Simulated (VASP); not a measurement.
## VASP 6.6.1 run: SnTe

INCAR

```
ENCUT = 520
SIGMA = 0.02
LASPH = .TRUE.
ISMEAR = -1
LREAL = .FALSE.
PREC = Low
NSW = 0
IBRION = -1
LCHARG = .FALSE.
GGA = AM
LWAVE = .FALSE.
ISIF = 2
NBANDS = 50
NELM = 120
EDIFF = 1E-7
```

KPOINTS

```
KPOINTS created by Atomic Simulation Environment
0
Gamma
6 6 6
0 0 0
```

POSCAR

```
Sn Te
 1.0000000000000000
     0.0000000000000000    3.5839840091999999    3.5839840091999999
     3.6735836094000001    0.0000000000000000    3.5839840091999999
     3.6735836094000001    3.5839840091999999    0.0000000000000000
 Sn  Te
   1   1
Cartesian
  0.0000000000000000  0.0000000000000000  0.0000000000000000
  1.8367918046999998  1.7919920046000000  1.7919920046000000
```

The recommended PBE PAW datasets give the neutral cell 20 valence electrons.

Command

```
mpirun -np 1 vasp_std
```

Predict the outcome of this run.

It converged. Results: gap between bands v and c on the k mesh 0.23 eV; least direct gap on the k mesh 0.79 eV; pressure -0.9 GPa. Band v is the last that the valence electrons fill when counted band by band, and c is the next.

OSZICAR

```
N       E                     dE             d eps       ncg     rms          rms(c)
DAV:   1     0.198861993046E+03    0.19886E+03   -0.63157E+03  3584   0.399E+02
DAV:   2     0.241622774247E+02   -0.17470E+03   -0.15396E+03  3256   0.215E+02
DAV:   3    -0.595988774115E+01   -0.30122E+02   -0.29610E+02  3572   0.496E+01
DAV:   4    -0.727925659460E+01   -0.13194E+01   -0.13177E+01  3640   0.111E+01
DAV:   5    -0.730420298174E+01   -0.24946E-01   -0.24942E-01  3792   0.160E+00    0.449E+00
DAV:   6    -0.714662770638E+01    0.15758E+00   -0.28785E-01  4548   0.104E+00    0.270E+00
DAV:   7    -0.714123763711E+01    0.53901E-02   -0.41388E-02  3736   0.364E-01    0.113E+00
DAV:   8    -0.714388125668E+01   -0.26436E-02   -0.62730E-03  3568   0.240E-01    0.124E-01
DAV:   9    -0.714436197968E+01   -0.48072E-03   -0.42530E-04  3576   0.641E-02    0.588E-02
DAV:  10    -0.714505150646E+01   -0.68953E-03   -0.32263E-04  3310   0.455E-02    0.380E-02
DAV:  11    -0.714516676378E+01   -0.11526E-03   -0.75258E-05  3536   0.211E-02    0.105E-02
DAV:  12    -0.714518409698E+01   -0.17333E-04   -0.13575E-05  3424   0.124E-02    0.674E-03
DAV:  13    -0.714518678441E+01   -0.26874E-05   -0.35581E-06  3496   0.485E-03    0.253E-03
DAV:  14    -0.714518690062E+01   -0.11621E-06   -0.59338E-07  3688   0.142E-03    0.165E-03
DAV:  15    -0.714518702289E+01   -0.12228E-06   -0.90076E-08  3320   0.648E-04    0.355E-04
DAV:  16    -0.714518701146E+01    0.11436E-07   -0.23029E-09  3216   0.161E-04
   1 F= -.71451870E+01 E0= -.71451752E+01  d E =-.236852E-04
```

For comparison, a separate PBE run of the intended cell, on usual settings and not on those above, gives a gap of 0.20 eV on its mesh and a pressure of -0.1 GPa.
